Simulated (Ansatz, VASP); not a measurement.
# H in VASP and in Ansatz

```
H
1.0
     2.65390   -2.48380    0.00000
     2.65390    2.48380    0.00000
     0.00000    0.00000    4.22417
H
4
Direct
  0.95069 0.04931 0.06875
  0.45069 0.54931 0.43125
  0.54931 0.45069 0.56875
  0.04931 0.95069 0.93125
```

Alike in both runs: functional PBEsol; k mesh 6 × 6 × 6; occupations gaussian, width 0.02 eV; no spin polarisation.

Ansatz relaxed the structure, and its values are those at the end. VASP's run is a single point on that final structure, the one shown.

```csv
,VASP,Ansatz
version,VASP 6.6.1,Ansatz 0.2.0
potentials or method,"VASP PAW PBE potentials, release 64 (H)","scalar-relativistic, plane waves, PAW"
plane-wave cutoff (eV),520,420
valence electrons in the cell,4,4
```

```tsv
	VASP	Ansatz	Ansatz less VASP
gap on the k mesh at the Fermi level (eV)	8.96	8.97	+0.003
least direct gap on the mesh (eV)	9.60	9.60	+0.003
pressure (GPa)	-0.2	0.0	+0.15
rms of the force components (eV/Å)	0.005	0.006	+0.0018
```

With one functional, cell and mesh, what is left measures potentials, basis and numerics.

Caveats: the PAW data sets were made with another functional, which shifts forces and pressure a little (VASP). Expect the measured gap to be larger: semilocal functionals such as PBEsol lack the derivative discontinuity. A k mesh can miss the band edges.
